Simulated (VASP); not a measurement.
# H3Rh (Pm-3m) in VASP: further runs, part 2 of 2

VASP 6.6.1. Earlier steps stand in the parts before.

## Step 3: Relaxation of the atoms, LDA

INCAR reads:

```
SYSTEM = H3Rh
  ALGO = Fast
  EDIFF = 1E-6
  EDIFFG = -0.01
  ENCUT = 520
  GGA = CA
  IBRION = 2
  ISIF = 2
  ISMEAR = 0
  LASPH = .TRUE.
  LCHARG = .FALSE.
  LREAL = .FALSE.
  LWAVE = .FALSE.
  NELM = 100
  NSW = 60
  PREC = Accurate
  SIGMA = 0.05
```

KPOINTS reads:

```
k-points
0
G
  8 8 8
  0 0 0
```

POSCAR reads:

```
H3Rh
1.0
    3.3254600000      0.0000000000      0.0000000000
    0.0000000000      3.3254600000      0.0000000000
    0.0000000000      0.0000000000      3.3254600000
H Rh
3 1
Direct
    0.0000000000      0.5000000000      0.5000000000
    0.5000000000      0.0000000000      0.5000000000
    0.5000000000      0.5000000000      0.0000000000
    0.5000000000      0.5000000000      0.5000000000
```

Potentials or basis: VASP PAW LDA potentials, release 64 (H, Rh_pv).

Run with:

```sh
> cat potpaw_LDA.64/H/POTCAR potpaw_LDA.64/Rh_pv/POTCAR > POTCAR
> mpirun -np 1 vasp_std > vasp.out
```

OUTCAR:

```text
SYSTEM = H3Rh
   EDIFF = 1E-6
   EDIFFG = -0.01
   ENCUT = 520
   GGA = CA
   IBRION = 2
   ISIF = 2
   ISMEAR = 0
   LASPH = .TRUE.
   LREAL = .FALSE.
   NELM = 100
   NSW = 60
   PREC = Accurate

 ion  position               nearest neighbor table
   1  0.000  0.500  0.500-   4 1.66   4 1.66
   2  0.500  0.000  0.500-   4 1.66   4 1.66
   3  0.500  0.500  0.000-   4 1.66   4 1.66
   4  0.500  0.500  0.500-   1 1.66   2 1.66   3 1.66   3 1.66   2 1.66   1 1.66

  LATTYP: Found a simple cubic cell.
 ALAT       =     3.3254600000

  Lattice vectors:

 A1 = (   3.3254600000,   0.0000000000,   0.0000000000)
 A2 = (   0.0000000000,   3.3254600000,   0.0000000000)
 A3 = (   0.0000000000,   0.0000000000,   3.3254600000)

Analysis of symmetry for initial positions (statically):
=====================================================================
 Subroutine PRICEL returns:
 Original cell was already a primitive cell.

 Routine SETGRP: Setting up the symmetry group for a
 simple cubic supercell.

 Subroutine GETGRP returns: Found 48 space group operations
 (whereof 48 operations were pure point group operations)
 out of a pool of 48 trial point group operations.

The static configuration has the point symmetry O_h .

Analysis of symmetry for dynamics (positions and initial velocities):
=====================================================================
 Subroutine PRICEL returns:
 Original cell was already a primitive cell.

 Routine SETGRP: Setting up the symmetry group for a
 simple cubic supercell.

 Subroutine GETGRP returns: Found 48 space group operations
 (whereof 48 operations were pure point group operations)
 out of a pool of 48 trial point group operations.

The dynamic configuration has the point symmetry O_h .

 Subroutine INISYM returns: Found 48 space group operations
 (whereof 48 operations are pure point group operations),
 and found     1 'primitive' translations

[... 126 lines left out ...]
   IVDW    =     0    specifies the selected vdW correction
   LEPSILON=     F    determine dielectric tensor
   LRPA    =     F    only Hartree local field effects (RPA)
 conjugate gradient relaxation of ions
 non-spin polarized calculation
 RMM-DIIS sequential band-by-band and
 Gauss-broadening in eV      SIGMA  =   0.05
  energy-cutoff  :      520.00
  volume of cell :       36.78
 maximum number of plane-waves:      1021
 NGX is ok and might be reduce to    28
   NGX = 13   NGY = 13   NGZ = 13

 number of electron      17.9999998 magnetization

 Free energy of the ion-electron system (eV)
  ---------------------------------------------------
  ext. energy  EPLUGINS =         0.00000000
  ---------------------------------------------------
  free energy    TOTEN  =       -18.02017416 eV

  energy without entropy =      -18.01804555  energy(sigma->0) =      -18.01910986

 E-fermi :   0.9933     XC(G=0): -10.0161

 val. band max:        0.9540167846   @ k =   0.5000   0.1250   0.0000
 cond. band min:       0.9972100280   @ k =   0.0000   0.0000   0.0000
 fundamental gap:      0.0431932434
 Fermi energy:         0.9932689203

 k-point     1 :       0.0000    0.0000    0.0000
  band No.  band energies     occupation
      1     -44.0475      2.00000
      2     -44.0475      2.00000
      3     -44.0475      2.00000
      4      -5.9539      2.00000
      5      -4.5680      2.00000
      6      -4.5680      2.00000
      7       0.9972      0.91124
      8       0.9972      0.91105
      9       0.9972      0.91104
     10      11.0646      0.00000
     11      11.0646      0.00000
     12      11.0646      0.00000
     13      11.5349      0.00000
[... 354 lines left out ...]
  band No.  band energies     occupation
      1     -44.1064      2.00000
      2     -44.0969      2.00000
      3     -44.0510      2.00000
      4      -4.1353      2.00000
      5      -1.7813      2.00000
      6      -0.9302      2.00000
      7      -0.2546      2.00000
      8       0.3915      2.00000
      9       0.4199      2.00000
     10       1.3990      0.00000
     11       4.8586      0.00000
     12       9.9328      0.00000
     13      12.8723      0.00000

 [... further k-points ...]
[... 5 lines left out ...]
  --------------------------------------------------------------------------------------
  -------------------------------------------------------------------------------------
  Total       -1.1295665     -1.1295665     -1.1295665     -0.0000000      0.0000000     -0.0000000
  in kB      -49.2115660    -49.2115660    -49.2115660     -0.0000000      0.0000000     -0.0000000
  external PRESSURE =     -49.2115660 kB  Pullay stress =       0.0000000 kB

 VOLUME and BASIS-vectors are now :
 -----------------------------------------------------------------------------
  energy-cutoff  :      520.00
  volume of cell :       36.78
      direct lattice vectors                 reciprocal lattice vectors
     3.325460000  0.000000000  0.000000000     0.300710278  0.000000000  0.000000000
     0.000000000  3.325460000  0.000000000     0.000000000  0.300710278  0.000000000
     0.000000000  0.000000000  3.325460000     0.000000000  0.000000000  0.300710278

 POSITION                                       TOTAL-FORCE (eV/Angst)
 -----------------------------------------------------------------------------------
      0.00000      1.66273      1.66273         0.000000      0.000000      0.000000
      1.66273      0.00000      1.66273         0.000000      0.000000      0.000000
      1.66273      1.66273      0.00000         0.000000      0.000000      0.000000
      1.66273      1.66273      1.66273         0.000000      0.000000      0.000000
 -----------------------------------------------------------------------------------
    total drift:                                0.000000      0.000000      0.000000

  FREE ENERGIE OF THE ION-ELECTRON SYSTEM (eV)
  ---------------------------------------------------
  free  energy   TOTEN  =       -18.0201741589 eV

  energy  without entropy=      -18.0180455548  energy(sigma->0) =      -18.01910986

 reached required accuracy - stopping structural energy minimisation
```

It took 9.7 s on 1 thread of Intel Xeon Platinum 8488C (Sapphire Rapids), shared host; peak memory 0.14 GiB.

What came out:

```
Free energy             : -18.0202 eV
Pressure after relaxing : -4.9 GPa
Band gap on the k mesh  : none (metal or under the smearing width)
```

Final structure:
```xyz
4
Lattice="3.3255 0.0000 0.0000 0.0000 3.3255 0.0000 0.0000 0.0000 3.3255" Properties=species:S:1:pos:R:3 pbc="T T T"
H     0.0000    1.6627    1.6627
H     1.6627    0.0000    1.6627
H     1.6627    1.6627    0.0000
Rh    1.6627    1.6627    1.6627
```

Levels at points of the mesh, in eV from the Fermi level:
```csv
k point,band 5,band 6,band 7,band 8,band 9,band 10,band 11,band 12,band 13
"(0.00, 0.00, 0.00)",-5.56,-5.56,0.00,0.00,0.00,10.07,10.07,10.07,10.54
"(0.50, 0.00, 0.00)",-5.41,-2.38,-0.62,-0.62,0.05,0.74,8.97,11.04,12.89
"(0.50, 0.50, 0.00)",-1.82,-1.41,-1.41,-0.53,-0.53,-0.46,2.96,8.80,12.03
"(0.50, 0.50, 0.50)",-1.55,-1.55,-0.63,-0.63,-0.63,-0.43,-0.43,7.75,10.24
```

Caveat: the relaxation stopped at its first step, so nothing moved.

## Step 4: Atomic charges, B3LYP, collinear spin, ferromagnetic start (volume scaled by 1.04)

POSCAR reads:

```
H3Rh
1.0
    3.3692210710      0.0000000000      0.0000000000
    0.0000000000      3.3692210710      0.0000000000
    0.0000000000      0.0000000000      3.3692210710
H Rh
3 1
Direct
    0.0000000000      0.5000000000      0.5000000000
    0.5000000000      0.0000000000      0.5000000000
    0.5000000000      0.5000000000      0.0000000000
    0.5000000000      0.5000000000      0.5000000000
```

INCAR.step1 reads:

```
PREC     = Accurate       # precision mode
ENCUT    = 520            # plane-wave cutoff, eV
EDIFF    = 1E-5           # SCF threshold, eV
ISMEAR   = -1             # smearing method
SIGMA    = 0.05           # smearing width, eV
LREAL    = False          # projectors in reciprocal space
LASPH    = True           # aspherical terms in the spheres
NELM     = 60             # most SCF steps
ALGO     = Normal         # electronic algorithm
ISIF     = 2              # what is computed and relaxed
LWAVE    = True           # write WAVECAR
LCHARG   = False          # write CHGCAR
ISPIN    = 2              # spin polarisation
MAGMOM   = 0 0 0 0.6      # initial moments
LMAXMIX  = 4              # l up to which the mixer works
GGA      = PE             # functional
```

INCAR.step2 reads:

```
PREC     = Accurate       # precision mode
ENCUT    = 520            # plane-wave cutoff, eV
EDIFF    = 1E-6           # SCF threshold, eV
ISMEAR   = -1             # smearing method
SIGMA    = 0.05           # smearing width, eV
LREAL    = False          # projectors in reciprocal space
LASPH    = True           # aspherical terms in the spheres
NELM     = 60             # most SCF steps
ALGO     = Normal         # electronic algorithm
ISIF     = 2              # what is computed and relaxed
LWAVE    = False          # write WAVECAR
LCHARG   = False          # write CHGCAR
ISPIN    = 2              # spin polarisation
MAGMOM   = 0 0 0 0.6      # initial moments
LORBIT   = 10             # projections on sites
LMAXMIX  = 4              # l up to which the mixer works
GGA      = B3             # functional
LHFCALC  = True           # exact exchange
AEXX     = 0.2            # exact-exchange fraction
AGGAX    = 0.72         
AGGAC    = 0.81         
ALDAC    = 0.19         
PRECFOCK = Fast         
ISTART   = 1
```

KPOINTS reads:

```
Automatic mesh
0
Gamma
  5 5 5
```

Potentials or basis: VASP PAW PBE potentials, release 64 (H, Rh_pv).

Run with:

```sh
> cat potpaw_PBE.64/H/POTCAR potpaw_PBE.64/Rh_pv/POTCAR > POTCAR
> cp INCAR.step1 INCAR
> mpirun -np 1 vasp_std > vasp.out
> cp INCAR.step2 INCAR
> mpirun -np 1 vasp_std > vasp.out
```

Wall time 3.7 min (1 thread of Intel Xeon Platinum 8488C (Sapphire Rapids), shared host); peak memory 0.18 GiB.

Results (log left out):

* Free energy: -19.7482 eV
* Pressure: -3.5 GPa
* Band gap on the k mesh: 2.99 eV, indirect (least direct gap 3.47 eV)
* Net moment: 0.00 μB per cell
* Valence electrons inside the program's atomic spheres: H 0.58; Rh 13.86

Levels at points of the mesh, in eV from the valence-band top:
Spin up:
```csv
k point,band 6,band 7,band 8,band 9,band 10,band 11,band 12,band 13
"(0.00, 0.00, 0.00)",-5.12,-0.04,-0.04,-0.04,12.42,12.42,12.42,12.68
```
Spin down:
```
           k point  band 6  band 7  band 8  band 9  band 10  band 11  band 12  band 13
(0.00, 0.00, 0.00)   -5.12   -0.04   -0.04   -0.04    12.42    12.42    12.42    12.68
```

Caveat: the PAW data sets were made with another functional, which shifts forces and pressure a little; an odd mesh through Γ misses points on the zone boundary, where band edges often lie.

## Step 5: Summary

```tsv
task	level	potentials or basis	spin	cell	k mesh	cutoff (eV)	smearing	grid for exact exchange (PRECFOCK)	exchange at q = 0	other keys	gap on the mesh (eV)	pressure (GPa)
relaxation of cell and atoms	PBE	VASP PAW PBE potentials, release 64 (H, Rh_pv)	off	relaxed	8 × 8 × 8	600	gaussian 0.05 eV	-	-	-	none	0.1
relaxation of the atoms	LDA	VASP PAW LDA potentials, release 64 (H, Rh_pv)	off	atoms relaxed	8 × 8 × 8	520	gaussian 0.05 eV	-	-	-	none	-4.9
atomic charges	B3LYP	VASP PAW PBE potentials, release 64 (H, Rh_pv)	collinear, ferromagnetic start	volume scaled by 1.04	5 × 5 × 5	520	fermi-dirac 0.05 eV	Fast	default	k = 5 × 5 × 5	2.99	-3.5
```

Caveats: the relaxation stopped at its first step, so nothing moved (some runs); the PAW data sets were made with another functional, which shifts forces and pressure a little (some runs); an odd mesh through Γ misses points on the zone boundary, where band edges often lie (some runs).

Total energies depend on the potentials used, so only differences within one code and one set of settings carry meaning.
